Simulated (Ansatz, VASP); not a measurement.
# SiC214: VASP beside Ansatz

Wanted: the spread between two codes on one cell, functional and k mesh. The cell is taken from a series of runs on this material, whose earlier steps may have relaxed, scaled, displaced or heated it; both programs get it as it stands.

Method: plane waves, with VASP 6.6.1 beside it; PBE, in Ansatz 0.2.0.

### Step 1. The structure

The cell holds 215 atoms: 214 C and 1 Si. Its edges and angles: a = 10.715 Å, b = 10.715 Å, c = 10.715 Å, α = 90.0°, β = 90.0°, γ = 90.0°. It derives from C (C (Fd-3m)). Nearest the centre at fractional (0.458, 0.458, 0.542): Si215 at 0.00 Å, C108 at 1.99 Å, C110 at 1.99 Å, C109 at 1.99 Å, C113 at 1.99 Å, C112 at 1.99 Å, C105 at 1.99 Å, C40 at 2.68 Å.

### Step 2. Ansatz: single point, PBE

Ansatz runs on its default PAW (the set named soft_2) files.

A single point takes one fixed geometry, so differences don't come from the geometry; what else differs is listed under the comparison.

Input file input.yaml:

```yaml
crystal:
  lattice:
    - [10.71474527, 0.0, 0.0]
    - [0.0, 10.71474527, 0.0]
    - [0.0, 0.0, 10.71474527]
  atoms:
    - { symbol: C, position: [-0.000218968, -0.000218968, 0.166560716] }
    - { symbol: C, position: [0.00040546, 0.166721231, -0.00040546] }
    - { symbol: C, position: [0.166721231, 0.00040546, -0.00040546] }
    - { symbol: C, position: [0.166508094, 0.166508094, 0.165737663] }
    - { symbol: C, position: [0.083274318, 0.083274318, 0.249522413] }
    - { symbol: C, position: [0.083595201, 0.2501113, 0.082510527] }
    - { symbol: C, position: [0.2501113, 0.083595201, 0.082510527] }
    - { symbol: C, position: [0.24960754, 0.24960754, 0.248898284] }
    - { symbol: C, position: [4.1563e-05, 4.1563e-05, 0.499826872] }
    - { symbol: C, position: [-0.000157127, 0.166223562, 0.332954399] }
    - { symbol: C, position: [0.166223562, -0.000157127, 0.332954399] }
    - { symbol: C, position: [0.167299992, 0.167299992, 0.498951225] }
    - { symbol: C, position: [0.084033729, 0.084033729, 0.582909138] }
    - { symbol: C, position: [0.083149637, 0.249983958, 0.415908921] }
    - { symbol: C, position: [0.249983958, 0.083149637, 0.415908921] }
    - { symbol: C, position: [0.253102534, 0.253102534, 0.580838679] }
    - { symbol: C, position: [0.00040546, 0.00040546, 0.833278769] }
    - { symbol: C, position: [0.001016868, 0.167186029, 0.666335567] }
    - { symbol: C, position: [0.167186029, 0.001016868, 0.666335567] }
    - { symbol: C, position: [0.1676047, 0.1676047, 0.8323953] }
    - { symbol: C, position: [0.083898154, 0.083898154, 0.916101846] }
    - { symbol: C, position: [0.084947776, 0.251012326, 0.748987674] }
    - { symbol: C, position: [0.251012326, 0.084947776, 0.748987674] }
    - { symbol: C, position: [0.251012326, 0.251012326, 0.915052224] }
    - { symbol: C, position: [-0.000316983, 0.333113946, 0.16595118] }
    - { symbol: C, position: [4.1563e-05, 0.500173128, -4.1563e-05] }
    - { symbol: C, position: [0.167186029, 0.333664433, -0.001016868] }
    - { symbol: C, position: [0.165502266, 0.500038766, 0.1655421] }
    - { symbol: C, position: [0.082209374, 0.416629233, 0.248835395] }
    - { symbol: C, position: [0.082618179, 0.583552819, 0.08301591] }
    - { symbol: C, position: [0.249852292, 0.416778823, 0.082630254] }
    - { symbol: C, position: [0.247895837, 0.583726223, 0.248028491] }
    - { symbol: C, position: [0.000179464, 0.333372937, 0.499740638] }
    - { symbol: C, position: [-0.000702496, 0.499888307, 0.33318561] }
    - { symbol: C, position: [0.164695364, 0.332939497, 0.331228753] }
    - { symbol: C, position: [0.166084677, 0.500531104, 0.499468896] }
    - { symbol: C, position: [0.083786551, 0.417251421, 0.582748579] }
    - { symbol: C, position: [0.082610206, 0.583598722, 0.416401278] }
    - { symbol: C, position: [0.247625051, 0.416394691, 0.413000998] }
    - { symbol: C, position: [0.247625051, 0.586999002, 0.583605309] }
    - { symbol: C, position: [0.001016868, 0.333664433, 0.832813971] }
    - { symbol: C, position: [0.000179464, 0.500259362, 0.666627063] }
    - { symbol: C, position: [0.168874553, 0.335143518, 0.664856482] }
    - { symbol: C, position: [0.167299992, 0.501048775, 0.832700008] }
    - { symbol: C, position: [0.084033729, 0.417090862, 0.915966271] }
    - { symbol: C, position: [0.083149637, 0.584091079, 0.750016042] }
    - { symbol: C, position: [0.253102534, 0.419161321, 0.746897466] }
    - { symbol: C, position: [0.249983958, 0.584091079, 0.916850363] }
    - { symbol: C, position: [-0.000822138, 0.66655577, 0.166928259] }
    - { symbol: C, position: [-0.000218968, 0.833439284, 0.000218968] }
    - { symbol: C, position: [0.166223562, 0.667045601, 0.000157127] }
    - { symbol: C, position: [0.166189473, 0.833392415, 0.166607585] }
    - { symbol: C, position: [0.082405311, 0.750158366, 0.249841634] }
    - { symbol: C, position: [0.083227819, 0.916885822, 0.083114178] }
    - { symbol: C, position: [0.2496218, 0.750443132, 0.083176529] }
    - { symbol: C, position: [0.2496218, 0.916823471, 0.249556868] }
    - { symbol: C, position: [-0.000702496, 0.66681439, 0.500111693] }
    - { symbol: C, position: [-0.000822138, 0.833071741, 0.33344423] }
    - { symbol: C, position: [0.165566005, 0.66705905, 0.33294095] }
    - { symbol: C, position: [0.165502266, 0.8344579, 0.499961234] }
    - { symbol: C, position: [0.082209374, 0.751164605, 0.583370767] }
    - { symbol: C, position: [0.082618179, 0.91698409, 0.416447181] }
    - { symbol: C, position: [0.247895837, 0.751971509, 0.416273777] }
    - { symbol: C, position: [0.249852292, 0.917369746, 0.583221177] }
    - { symbol: C, position: [-0.000157127, 0.667045601, 0.833776438] }
    - { symbol: C, position: [-0.000316983, 0.83404882, 0.666886054] }
    - { symbol: C, position: [0.164695364, 0.668771247, 0.667060503] }
    - { symbol: C, position: [0.166508094, 0.834262337, 0.833491906] }
    - { symbol: C, position: [0.083274318, 0.750477587, 0.916725682] }
[... 14 lines left out ...]
    - { symbol: C, position: [0.499888307, -0.000702496, 0.33318561] }
    - { symbol: C, position: [0.500531104, 0.166084677, 0.499468896] }
    - { symbol: C, position: [0.417251421, 0.083786551, 0.582748579] }
    - { symbol: C, position: [0.416394691, 0.247625051, 0.413000998] }
    - { symbol: C, position: [0.583598722, 0.082610206, 0.416401278] }
    - { symbol: C, position: [0.586999002, 0.247625051, 0.583605309] }
    - { symbol: C, position: [0.333664433, 0.001016868, 0.832813971] }
    - { symbol: C, position: [0.335143518, 0.168874553, 0.664856482] }
    - { symbol: C, position: [0.500259362, 0.000179464, 0.666627063] }
    - { symbol: C, position: [0.501048775, 0.167299992, 0.832700008] }
    - { symbol: C, position: [0.417090862, 0.084033729, 0.915966271] }
    - { symbol: C, position: [0.419161321, 0.253102534, 0.746897466] }
    - { symbol: C, position: [0.584091079, 0.083149637, 0.750016042] }
    - { symbol: C, position: [0.584091079, 0.249983958, 0.916850363] }
    - { symbol: C, position: [0.333067981, 0.333067981, 0.165942365] }
    - { symbol: C, position: [0.333372937, 0.500259362, -0.000179464] }
    - { symbol: C, position: [0.500259362, 0.333372937, -0.000179464] }
    - { symbol: C, position: [0.499414942, 0.499414942, 0.167119494] }
    - { symbol: C, position: [0.416133703, 0.416133703, 0.249417745] }
    - { symbol: C, position: [0.416407504, 0.583293992, 0.083512501] }
    - { symbol: C, position: [0.583293992, 0.416407504, 0.083512501] }
    - { symbol: C, position: [0.581523826, 0.581523826, 0.252207977] }
    - { symbol: C, position: [0.332241758, 0.332241758, 0.489857329] }
    - { symbol: C, position: [0.329666039, 0.500273886, 0.330956195] }
    - { symbol: C, position: [0.500273886, 0.329666039, 0.330956195] }
    - { symbol: Si, position: [0.458356929, 0.458356929, 0.541643071] }
    - { symbol: C, position: [0.406523519, 0.584424019, 0.415575981] }
    - { symbol: C, position: [0.584424019, 0.406523519, 0.415575981] }
    - { symbol: C, position: [0.584424019, 0.584424019, 0.593476481] }
    - { symbol: C, position: [0.335143518, 0.335143518, 0.831125447] }
    - { symbol: C, position: [0.332241758, 0.510142671, 0.667758242] }
    - { symbol: C, position: [0.510142671, 0.332241758, 0.667758242] }
    - { symbol: C, position: [0.500531104, 0.500531104, 0.833915323] }
    - { symbol: C, position: [0.417251421, 0.417251421, 0.916213449] }
    - { symbol: C, position: [0.416394691, 0.586999002, 0.752374949] }
    - { symbol: C, position: [0.586999002, 0.416394691, 0.752374949] }
    - { symbol: C, position: [0.583598722, 0.583598722, 0.917389794] }
    - { symbol: C, position: [0.332575927, 0.666683187, 0.166482979] }
    - { symbol: C, position: [0.333113946, 0.83404882, 0.000316983] }
    - { symbol: C, position: [0.499888307, 0.66681439, 0.000702496] }
    - { symbol: C, position: [0.499576023, 0.832633483, 0.167366517] }
    - { symbol: C, position: [0.415619488, 0.749366289, 0.250633711] }
    - { symbol: C, position: [0.416494368, 0.916625584, 0.083374416] }
    - { symbol: C, position: [0.583002766, 0.749481009, 0.084349699] }
    - { symbol: C, position: [0.583002766, 0.915650301, 0.250518991] }
    - { symbol: C, position: [0.329666039, 0.669043805, 0.499726114] }
    - { symbol: C, position: [0.332575927, 0.833517021, 0.333316813] }
    - { symbol: C, position: [0.497506207, 0.663566621, 0.336433379] }
    - { symbol: C, position: [0.499414942, 0.832880506, 0.500585058] }
    - { symbol: C, position: [0.416133703, 0.750582255, 0.583866297] }
    - { symbol: C, position: [0.416407504, 0.916487499, 0.416706008] }
    - { symbol: C, position: [0.581523826, 0.747792023, 0.418476174] }
    - { symbol: C, position: [0.583293992, 0.916487499, 0.583592496] }
    - { symbol: C, position: [0.332939497, 0.668771247, 0.835304636] }
    - { symbol: C, position: [0.333067981, 0.834057635, 0.666932019] }
    - { symbol: C, position: [0.500273886, 0.669043805, 0.670333961] }
    - { symbol: C, position: [0.500038766, 0.8344579, 0.834497734] }
    - { symbol: C, position: [0.416629233, 0.751164605, 0.917790626] }
    - { symbol: C, position: [0.416778823, 0.917369746, 0.750147708] }
    - { symbol: C, position: [0.583726223, 0.751971509, 0.752104163] }
    - { symbol: C, position: [0.583552819, 0.91698409, 0.917381821] }
    - { symbol: C, position: [0.66655577, -0.000822138, 0.166928259] }
    - { symbol: C, position: [0.667045601, 0.166223562, 0.000157127] }
    - { symbol: C, position: [0.833439284, -0.000218968, 0.000218968] }
    - { symbol: C, position: [0.833392415, 0.166189473, 0.166607585] }
    - { symbol: C, position: [0.750158366, 0.082405311, 0.249841634] }
    - { symbol: C, position: [0.750443132, 0.2496218, 0.083176529] }
    - { symbol: C, position: [0.916885822, 0.083227819, 0.083114178] }
    - { symbol: C, position: [0.916823471, 0.2496218, 0.249556868] }
    - { symbol: C, position: [0.66681439, -0.000702496, 0.500111693] }
    - { symbol: C, position: [0.66705905, 0.165566005, 0.33294095] }
    - { symbol: C, position: [0.833071741, -0.000822138, 0.33344423] }
    - { symbol: C, position: [0.8344579, 0.165502266, 0.499961234] }
    - { symbol: C, position: [0.751164605, 0.082209374, 0.583370767] }
    - { symbol: C, position: [0.751971509, 0.247895837, 0.416273777] }
    - { symbol: C, position: [0.91698409, 0.082618179, 0.416447181] }
    - { symbol: C, position: [0.917369746, 0.249852292, 0.583221177] }
    - { symbol: C, position: [0.667045601, -0.000157127, 0.833776438] }
    - { symbol: C, position: [0.668771247, 0.164695364, 0.667060503] }
    - { symbol: C, position: [0.83404882, -0.000316983, 0.666886054] }
    - { symbol: C, position: [0.834262337, 0.166508094, 0.833491906] }
    - { symbol: C, position: [0.750477587, 0.083274318, 0.916725682] }
    - { symbol: C, position: [0.751101716, 0.24960754, 0.75039246] }
    - { symbol: C, position: [0.917489473, 0.083595201, 0.7498887] }
    - { symbol: C, position: [0.917489473, 0.2501113, 0.916404799] }
    - { symbol: C, position: [0.666683187, 0.332575927, 0.166482979] }
    - { symbol: C, position: [0.66681439, 0.499888307, 0.000702496] }
    - { symbol: C, position: [0.83404882, 0.333113946, 0.000316983] }
    - { symbol: C, position: [0.832633483, 0.499576023, 0.167366517] }
    - { symbol: C, position: [0.749366289, 0.415619488, 0.250633711] }
    - { symbol: C, position: [0.749481009, 0.583002766, 0.084349699] }
    - { symbol: C, position: [0.916625584, 0.416494368, 0.083374416] }
    - { symbol: C, position: [0.915650301, 0.583002766, 0.250518991] }
    - { symbol: C, position: [0.669043805, 0.329666039, 0.499726114] }
    - { symbol: C, position: [0.663566621, 0.497506207, 0.336433379] }
    - { symbol: C, position: [0.833517021, 0.332575927, 0.333316813] }
    - { symbol: C, position: [0.832880506, 0.499414942, 0.500585058] }
    - { symbol: C, position: [0.750582255, 0.416133703, 0.583866297] }
    - { symbol: C, position: [0.747792023, 0.581523826, 0.418476174] }
    - { symbol: C, position: [0.916487499, 0.416407504, 0.416706008] }
    - { symbol: C, position: [0.916487499, 0.583293992, 0.583592496] }
    - { symbol: C, position: [0.668771247, 0.332939497, 0.835304636] }
    - { symbol: C, position: [0.669043805, 0.500273886, 0.670333961] }
    - { symbol: C, position: [0.834057635, 0.333067981, 0.666932019] }
    - { symbol: C, position: [0.8344579, 0.500038766, 0.834497734] }
    - { symbol: C, position: [0.751164605, 0.416629233, 0.917790626] }
    - { symbol: C, position: [0.751971509, 0.583726223, 0.752104163] }
    - { symbol: C, position: [0.917369746, 0.416778823, 0.750147708] }
    - { symbol: C, position: [0.91698409, 0.583552819, 0.917381821] }
    - { symbol: C, position: [0.665655069, 0.665655069, 0.168279834] }
    - { symbol: C, position: [0.66655577, 0.833071741, 0.000822138] }
    - { symbol: C, position: [0.833071741, 0.66655577, 0.000822138] }
    - { symbol: C, position: [0.832769168, 0.832769168, 0.167230832] }
    - { symbol: C, position: [0.749062793, 0.749062793, 0.250937207] }
    - { symbol: C, position: [0.749945858, 0.916261756, 0.083738244] }
    - { symbol: C, position: [0.916261756, 0.749945858, 0.083738244] }
    - { symbol: C, position: [0.916261756, 0.916261756, 0.250054142] }
    - { symbol: C, position: [0.663566621, 0.663566621, 0.502493793] }
    - { symbol: C, position: [0.665655069, 0.831720166, 0.334344931] }
    - { symbol: C, position: [0.831720166, 0.665655069, 0.334344931] }
    - { symbol: C, position: [0.832633483, 0.832633483, 0.500423977] }
    - { symbol: C, position: [0.749366289, 0.749366289, 0.584380512] }
    - { symbol: C, position: [0.749481009, 0.915650301, 0.416997234] }
    - { symbol: C, position: [0.915650301, 0.749481009, 0.416997234] }
    - { symbol: C, position: [0.916625584, 0.916625584, 0.583505632] }
    - { symbol: C, position: [0.66705905, 0.66705905, 0.834433995] }
    - { symbol: C, position: [0.666683187, 0.833517021, 0.667424073] }
    - { symbol: C, position: [0.833517021, 0.666683187, 0.667424073] }
    - { symbol: C, position: [0.833392415, 0.833392415, 0.833810527] }
    - { symbol: C, position: [0.750158366, 0.750158366, 0.917594689] }
    - { symbol: C, position: [0.750443132, 0.916823471, 0.7503782] }
    - { symbol: C, position: [0.916823471, 0.750443132, 0.7503782] }
    - { symbol: C, position: [0.916885822, 0.916885822, 0.916772181] }
basis:
  ecutwfc: 420
  xc_grid: 2
hamiltonian:
  xc: pbe
kpoints:
  mp_grid: { grid: [1, 1, 1] }
magnetization:
  spin_polarized: true
  initial_magnetization: 2
  spin_locking: { lock_magnetization: hard }
scf:
  occupations: { method: fermi_dirac, width: 0.01 }
  max_iter: 120
  n_extra_bands: 20
  lower_state_search: "off"
output:
  forces: true
  eigenvalues: true
  eigenstates: { localisation: true }
checkpoint:
  read: "../relax.run"
  write: "../ground.run"
  compress: false
  write_wavefunctions: true
  write_every: 100000
```

Command:

```bash
> ansatz run input.yaml --threads 4 --pin off --max-ram 7536MiB --backend cpu --events-out ev --progress --plain --runs-dir out
```

Numbers of over 12 decimals in the logs are rounded to 6 here.

Output:

```text
Warning: the band count 451 (scf.n_extra_bands) hosts the net moment |M| = 2.0000 μB (N_el = 860) but caps the reachable moment at 2·n_bands − N_el = 42.0000 μB, below the 646 bands that the automatic rule leaves for it — a moment growing past the seed, or the majority channel's smearing tail, pins there with fewer empty majority states than that count leaves; raise or omit scf.n_extra_bands unless the cap is intended
scf.n_extra_bands = 20 over 431 filled bands (N_el = 860.0): the run solves 451 bands
Engine: ansatz 0.2.0, x86_64-unknown-linux-gnu
Pseudopotentials: kind: paw
Pseudopotential: C, paw, valence charge 4, recommended cutoff 420 eV (normal), C.paw.azcp
Pseudopotential: Si, paw, valence charge 4, recommended cutoff 420 eV (normal), Si.paw.azcp
Functional definition: PBE
  parameter kappa = 0.804
  parameter beta = 0.066725
  exchange = pbe_x(kappa = kappa, mu = beta*pi^2/3)
  correlation = pbe_c(beta = beta)
Crystal: 215 atoms, lattice volume = 1230.115 Å³
Basis set: ecut = 420 eV, 23871 PW (Γ), exchange–correlation on 144×144×144 points (8 copies of the dense FFT grid, shifted against one another)
Bands: 451, of which v1, the nominal top of the filled ones, is band 430 counted from 1 (429 counted from 0)
Symmetry: 6 space group operations
Space group: R3m (ITA 160), of the structure as read, at distance tolerance 1.1e-4 Å
Magnetic group: BNS 160.65 (UNI 1295), of the structure as read, at distance tolerance 1.1e-4 Å
k-points: 1
Non-local potential: C, projectors of the file, l = 0: 2, l = 1: 2, l = 2: 1
Non-local potential: Si, projectors of the file, l = 0: 2, l = 1: 2, l = 2: 2
PAW form: soft (Blöchl's): semilocal exchange-correlation on the pseudo side does not see the compensation charge
PAW one-centre angular grid: C, 110 points (default); XC on 64 Gauss nodes
PAW one-centre angular grid: Si, 110 points (default); XC on 64 Gauss nodes
Initial density: read from a saved state, or passed on in memory by an earlier SCF of this step, an earlier step, the calling program or the single point that the run made first
Starting moments: Σ|m| = 2 μB on 215 of 215 sites; this step starts from the density that it was given
Initial wavefunctions: those read from a saved state, or passed on in memory by an earlier step or the calling program
Functional: x = pbe(κ = 0.804, μ = 0.219515), c = pbe(β = 0.066725)
SCF iter   1: F=—  HF=-54301.563478 eV  |F-HF|=—  |Δ(HF+E_count)|=         —  Δρ=4.28e-7 (↑3.56e-7 ↓4.28e-7)  dr2=7.24e-9  dr2_m=2.25e-10  M=2.000 μB ∫|m|=2.143 μB  β_m=0.30  ethr=2.68e-12  ⟨swp⟩=4.5  Hψ=2734  notcnv=0
preconditioner: auto → Resta (q_TF=auto, 2.570 Å⁻¹)  ε∞=6.4  [insulator: Δε(μ)=0.970 eV  Ē_g=13.330 eV  σ=0.010 eV  W_gap=1.00  n_scr=364 (ndim 8)  ℏωp=31.0 eV  f_vac=0.000  D(μ)=0.00/eV (n_scr^D=0)  ε∞_Penn≈6.4]
spin=Collinear: Resta preconditioning applied to the charge; magnetization (m = ρ↑ − ρ↓) channel mixes plain (no charge-response kernel on spin).
SCF iter   2: F=-54301.563478 eV  HF=-54301.563478 eV  |F-HF|=2.69e-10  |Δ(HF+E_count)|=  6.69e-10  Δρ=3.20e-7 (↑2.75e-7 ↓3.20e-7)  dr2=4.60e-9  dr2_m=1.06e-10  M=2.000 μB ∫|m|=2.143 μB  ethr=1.00e-12  ⟨swp⟩=1.5  Hψ=964  notcnv=0
SCF 1 converged in 2 iterations: F = -54301.563478 eV  dr2 = 4.60e-9
  greatest PAW one-centre occupation: 0.655 electrons in one spin orbital (limit 2), on the C atom at site 113 (counted from 0), in its partial waves of l = 0
SCF converged after 2 iterations
Magnetization: 2.0000 μB (431.0000 up, 429.0000 down)
Absolute magnetization: 2.1478 μB (∫|ρ↑−ρ↓|, with the PAW one-centre terms)
Spin contamination: 0.0031 ħ² per cell (⟨S²⟩ above its minimum at these occupations)
[...]
atom 208  C      0.00193268     0.00193268     0.00019581
  atom 209  C     -0.00393912    -0.00094515    -0.00352362
  atom 210  C     -0.00094515    -0.00393912    -0.00352362
  atom 211  C      0.00278524     0.00278524    -0.00279894
  atom 212  C     -0.00313730    -0.00313730     0.00124611
  atom 213  C      0.00297735     0.00150096     0.00389900
  atom 214  C      0.00150096     0.00297735     0.00389900
  atom 215  C     -0.00197473    -0.00197473     0.00171194
  max |Σ_I F_I| component: 3.54e-6 eV/Å
--- Band table (eV) ---
  k-point 0 ↑: bands = [... 426 lower, 12.7927, 12.7927, 13.1247, 13.7653, 13.7653, 17.3836, 17.3836, 17.3866, ... 17 higher]
  k-point 0 ↓: bands = [... 426 lower, 12.8998, 12.8998, 13.1317, 14.1014, 14.1014, 17.3921, 17.3921, 17.3951, ... 17 higher]
```

(Continued in part 2 of 2.)

[Lines on the potential files, build, host, timing and source positions are cut from VASP's logs without a mark.]

[Logs are printed without paths, hosts, clocks, repeated set-up lines and the standing remarks that a program may print on its own settings, such as how far it seeks lower states.]

[Hosts, paths, dates, database ids (printed as entryN), source tags and the programs' standing remarks are cut or masked in the printed files.]
